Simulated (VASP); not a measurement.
# Re (Im-3m) in VASP: a series of runs

One crystal, Re, is run at these levels: RPBE; tasks: single point.

Program: VASP 6.6.1. These are calculated values, not measurements. Logs are shortened: lines on timing, memory, paths and dates and some standing lists are left out, and cuts for length are marked.

## 1. The structure

It takes space group Im-3m (No. 229, cubic). The conventional cell has a = 3.125 Å, b = 3.125 Å, c = 3.125 Å, α = 90.00°, β = 90.00°, γ = 90.00°. Around Re (site symmetry m-3m) lie 8 Re at 2.71 Å.

This isn't the form of Re at room conditions, which is hcp.

## 2. Single point, RPBE

Input file INCAR:

```
SYSTEM = Re
PREC = Accurate
ENCUT = 520
EDIFF = 1E-7
ISMEAR = -1
SIGMA = 0.1
LREAL = .False.
LASPH = .True.
NELM = 100
ALGO = Fast
ISIF = 2
LWAVE = .False.
LCHARG = .True.
GGA = RP
LELF = .True.
LVHAR = .True.
NBANDS = 10
```

Input file KPOINTS:

```
Automatic mesh
0
Gamma
  23 23 23
  0 0 0
```

Input file POSCAR:

```
Re
1.0
   -1.5623284105      1.5623284105      1.5623284105
    1.5623284105     -1.5623284105      1.5623284105
    1.5623284105      1.5623284105     -1.5623284105
Re
1
Direct
    0.0000000000      0.0000000000      0.0000000000
```

Potentials or basis: VASP PAW PBE potentials, release 64 (Re).

The run is started by

```sh
$ cat potpaw_PBE.64/Re/POTCAR > POTCAR
$ mpirun -np 1 vasp_std > vasp.out
```

OUTCAR:

```text
SYSTEM = Re
   PREC = Accurate
   ENCUT = 520
   EDIFF = 1E-7
   ISMEAR = -1
   LREAL = .False.
   LASPH = .True.
   NELM = 100
   ISIF = 2
   GGA = RP

 ion  position               nearest neighbor table
   1  0.000  0.000  0.000-

  LATTYP: Found a body centered cubic cell.
 ALAT       =     3.1246568210

  Lattice vectors:

 A1 = (  -1.5623284105,   1.5623284105,   1.5623284105)
 A2 = (   1.5623284105,  -1.5623284105,   1.5623284105)
 A3 = (   1.5623284105,   1.5623284105,  -1.5623284105)

Analysis of symmetry for initial positions (statically):
=====================================================================
 Subroutine PRICEL returns:
 Original cell was already a primitive cell.

 Routine SETGRP: Setting up the symmetry group for a
 body centered cubic supercell.

 Subroutine GETGRP returns: Found 48 space group operations
 (whereof 48 operations were pure point group operations)
 out of a pool of 48 trial point group operations.

The static configuration has the point symmetry O_h .

Analysis of symmetry for dynamics (positions and initial velocities):
=====================================================================
 Subroutine PRICEL returns:
 Original cell was already a primitive cell.

 Routine SETGRP: Setting up the symmetry group for a
 body centered cubic supercell.

 Subroutine GETGRP returns: Found 48 space group operations
 (whereof 48 operations were pure point group operations)
 out of a pool of 48 trial point group operations.

The dynamic configuration has the point symmetry O_h .

 Subroutine INISYM returns: Found 48 space group operations
 (whereof 48 operations are pure point group operations),
 and found     1 'primitive' translations

----------------------------------------------------------------------------------------

                                     Primitive cell

  volume of cell :      15.2538

  direct lattice vectors                    reciprocal lattice vectors
    -1.562328410  1.562328410  1.562328410     0.000000000  0.320035145  0.320035145
     1.562328410 -1.562328410  1.562328410     0.320035145  0.000000000  0.320035145
     1.562328410  1.562328410 -1.562328410     0.320035145  0.320035145  0.000000000

  length of vectors
     2.706032185  2.706032185  2.706032185     0.452598043  0.452598043  0.452598043

  position of ions in fractional coordinates (direct lattice)
     0.000000000  0.000000000  0.000000000

  ion indices of the primitive-cell ions
   primitive index   ion index
                 1           1

----------------------------------------------------------------------------------------

 KPOINTS: Automatic mesh

Automatic generation of k-mesh.
 Grid dimensions read from file:
 generate k-points for:   23   23   23

 Generating k-lattice:

  Cartesian coordinates                     Fractional coordinates (reciprocal lattice)
     0.000000000  0.013914572  0.013914572     0.043478261  0.000000000  0.000000000
     0.013914572  0.000000000  0.013914572     0.000000000  0.043478261  0.000000000
     0.013914572  0.013914572  0.000000000     0.000000000  0.000000000  0.043478261

  Length of vectors
     0.019678176  0.019678176  0.019678176

  Shift w.r.t. Gamma in fractional coordinates (k-lattice)
     0.000000000  0.000000000  0.000000000

 Subroutine IBZKPT returns following result:
 ===========================================

 Found    364 irreducible k-points:

 Following reciprocal coordinates:
            Coordinates               Weight
  0.000000  0.000000  0.000000      1.000000
  0.043478  0.000000  0.000000     12.000000
  0.086957  0.000000  0.000000     12.000000
  0.130435  0.000000  0.000000     12.000000
  0.173913  0.000000  0.000000     12.000000
  0.217391  0.000000  0.000000     12.000000
[... 16 lines left out ...]
  0.478261  0.043478  0.000000     24.000000
  0.086957  0.086957  0.000000     24.000000
 [... further k-points ...]
   k-points           NKPTS =    364   k-points in BZ     NKDIM =    364   number of bands    NBANDS=     10
   number of dos      NEDOS =    301   number of ions     NIONS =      1
   total plane-waves  NPLWV =   8000
   dimension x,y,z NGX =    20 NGY =   20 NGZ =   20
   dimension x,y,z NGXF=    40 NGYF=   40 NGZF=   40
   ions per type =               1
   NGX,Y,Z   is equivalent  to a cutoff of  12.29, 12.29, 12.29 a.u.
   NGXF,Y,Z  is equivalent  to a cutoff of  24.57, 24.57, 24.57 a.u.
 SYSTEM =  Re
   PREC   = accura    normal or accurate (medium, high low for compatibility)
   ISTART =      0    job   : 0-new  1-cont  2-samecut
   ICHARG =      2    charge: 1-file 2-atom 10-const
   ISPIN  =      1    spin polarized calculation?
   LNONCOLLINEAR =      F non collinear calculations
   LSORBIT =      F    spin-orbit coupling
   LASPH  =      T    aspherical Exc in radial PAW
   ENCUT  =  520.0 eV  38.22 Ry    6.18 a.u.   5.03  5.03  5.03*2*pi/ulx,y,z
   NELM   =    100;   NELMIN=  2; NELMDL= -5     # of ELM steps
   EDIFF  = 0.1E-06   stopping-criterion for ELM
   LREAL  =      F    real-space projection
   EDIFFG = 0.1E-05   stopping-criterion for IOM
   NSW    =      0    number of steps for IOM
   IBRION =     -1    ionic relax: 0-MD 1-quasi-New 2-CG
   NFREE  =      0    steps in history (QN), initial steepest desc. (CG)
   ISIF   =      2    stress and relaxation
   ISYM   =      2    0-nonsym 1-usesym 2-fastsym
   POTIM  = 0.5000    time-step for ionic-motion
   TEBEG  =    0.0;   TEEND  =   0.0 temperature during run
   PSTRESS=    0.0 pullay stress
   NELECT =       7.0000    total number of electrons
   NUPDOWN=      -1.0000    fix difference up-down
   EMIN   =  10.00;   EMAX   =-10.00  energy-range for DOS
   EFERMI =   0.00;   METHOD = LEGACY
   ISMEAR =    -1;   SIGMA  =   0.10  broadening in eV -4-tet -1-fermi 0-gaus
   EFERMI_NEDOS =   21; number of points for ismear=-14 and -15
   IALGO  =     68    algorithm
   IMIX   =      4    mixing-type and parameters
     AMIX     =   0.40;   BMIX     =  1.00
     AMIX_MAG =   1.60;   BMIX_MAG =  1.00
  volume/ion in A,a.u.               =      15.25       102.94
  Fermi-wavevector in a.u.,A,eV,Ry     =   1.262744  2.386239 21.694781  1.594521
  Thomas-Fermi vector in A             =   2.396136
   LORBIT       =      0    0 simple, 1 ext, 2 COOP (PROOUT), +10 PAW based schemes
   GGA     = RP    functional components
   LHFCALC =     F    Hartree Fock is set to
   AEXX    =    0.0000 exact exchange contribution
   IVDW    =     0    specifies the selected vdW correction
   LEPSILON=     F    determine dielectric tensor
   LRPA    =     F    only Hartree local field effects (RPA)
 non-spin polarized calculation
 RMM-DIIS sequential band-by-band and
  energy-cutoff  :      520.00
  volume of cell :       15.25
 maximum number of plane-waves:       422
   NGX =  9   NGY =  9   NGZ =  9

 number of electron       7.0000000 magnetization

 Free energy of the ion-electron system (eV)
  ---------------------------------------------------
  ext. energy  EPLUGINS =         0.00000000
  ---------------------------------------------------
  free energy    TOTEN  =       -11.53125365 eV

  energy without entropy =      -11.49765381  energy(sigma->0) =      -11.51445373

 E-fermi :   8.4235     XC(G=0): -13.5052

 val. band max:        8.4023649626   @ k =  -0.1304   0.1304   0.0435
 cond. band min:       8.4332834087   @ k =  -0.2609   0.4783   0.0435
 fundamental gap:      0.0309184462
 Fermi energy:         8.4234898652

 k-point     1 :       0.0000    0.0000    0.0000
  band No.  band energies     occupation
      1      -2.0748      2.00000
      2       5.8254      2.00000
      3       5.8254      2.00000
      4       5.8254      2.00000
      5       9.1691      0.00116
      6       9.1691      0.00116
      7      23.8739      0.00000
      8      23.8739      0.00000
      9      23.8739      0.00000
     10      35.5180      0.00000

 k-point     2 :       0.0435    0.0000    0.0000
  band No.  band energies     occupation
      1      -1.9851      2.00000
      2       5.7752      2.00000
      3       5.8182      2.00000
      4       5.9108      2.00000
      5       9.0917      0.00250
      6       9.1713      0.00113
      7      23.9438      0.00000
      8      24.0245      0.00000
      9      24.0626      0.00000
     10      34.8612      0.00000

 k-point     3 :       0.0870    0.0000    0.0000
  band No.  band energies     occupation
      1      -1.7213      2.00000
      2       5.6315      2.00000
      3       5.7882      2.00000
      4       6.1655      2.00000
      5       8.8975      0.01732
      6       9.1799      0.00104
      7      24.1272      0.00000
      8      24.4683      0.00000
      9      24.5683      0.00000
     10      32.9981      0.00000

 k-point     4 :       0.1304    0.0000    0.0000
  band No.  band energies     occupation
      1      -1.3008      2.00000
      2       5.4126      2.00000
      3       5.7152      2.00000
      4       6.5837      2.00000
      5       8.6796      0.14334
      6       9.2000      0.00085
      7      24.3329      0.00000
      8      25.1840      0.00000
      9      25.1989      0.00000
     10      31.8017      0.00000
[... 222 lines left out ...]
 k-point    22 :       0.4348    0.0435    0.0000
  band No.  band energies     occupation
      1       1.2705      2.00000
      2       3.7175      2.00000
      3       7.7719      1.99704
      4       9.0799      0.00282
      5       9.9872      0.00000
      6      12.5761      0.00000
      7      18.2568      0.00000
      8      20.5504      0.00000
      9      25.2854      0.00000
     10      32.1188      0.00000

 k-point    23 :       0.4783    0.0435    0.0000
  band No.  band energies     occupation
      1       1.2587      2.00000
      2       3.6852      2.00000
      3       8.0798      1.93771
      4       9.0157      0.00534
      5      10.0445      0.00000
      6      12.8016      0.00000
      7      17.9238      0.00000
      8      20.4206      0.00000
      9      24.9728      0.00000
     10      31.9344      0.00000

 k-point    24 :       0.0870    0.0870    0.0000
  band No.  band energies     occupation
      1      -1.0555      2.00000
      2       5.3884      2.00000
      3       5.5191      2.00000
      4       6.8912      2.00000
      5       8.5126      0.58179
      6       9.2834      0.00037
      7      24.6072      0.00000
      8      25.2744      0.00000
      9      25.5343      0.00000
     10      30.6755      0.00000

 [... further k-points ...]

------------------------ aborting loop because EDIFF is reached ----------------------------------------

  FORCE on cell =-STRESS in cart. coord.  units (eV):
  Direction    XX          YY          ZZ          XY          YZ          ZX
  --------------------------------------------------------------------------------------
  -------------------------------------------------------------------------------------
  Total       -0.0520196     -0.0520196     -0.0520196      0.0000000      0.0000000      0.0000000
  in kB       -5.4638747     -5.4638747     -5.4638747      0.0000000      0.0000000      0.0000000
  external PRESSURE =      -5.4638747 kB  Pullay stress =       0.0000000 kB

 VOLUME and BASIS-vectors are now :
 -----------------------------------------------------------------------------
  energy-cutoff  :      520.00
  volume of cell :       15.25
      direct lattice vectors                 reciprocal lattice vectors
    -1.562328410  1.562328410  1.562328410     0.000000000  0.320035145  0.320035145
     1.562328410 -1.562328410  1.562328410     0.320035145  0.000000000  0.320035145
     1.562328410  1.562328410 -1.562328410     0.320035145  0.320035145  0.000000000

 POSITION                                       TOTAL-FORCE (eV/Angst)
 -----------------------------------------------------------------------------------
      0.00000      0.00000      0.00000        -0.000000     -0.000000      0.000000
 -----------------------------------------------------------------------------------
    total drift:                                0.000000     -0.000000     -0.000000

  FREE ENERGIE OF THE ION-ELECTRON SYSTEM (eV)
  ---------------------------------------------------
  free  energy   TOTEN  =       -11.5312536548 eV

  energy  without entropy=      -11.4976538077  energy(sigma->0) =      -11.51445373
```

Run time: 36 s. Hardware: 1 thread of Intel Xeon Platinum 8559C (Emerald Rapids), shared host; peak memory 0.17 GiB.

What came out:

- Free energy: -11.5313 eV
- Pressure: -0.5 GPa
- Band gap on the k mesh: none (metal or under the smearing width)

Levels at points of the mesh, in eV from the Fermi level:
```
           k point  band 1  band 2  band 3  band 4  band 5  band 6  band 7
(0.00, 0.00, 0.00)  -10.50   -2.60   -2.60   -2.60    0.75    0.75   15.45
```

Caveat: the PAW data sets were made with another functional, which shifts forces and pressure a little.

(Part 1 of 2 ends here.)
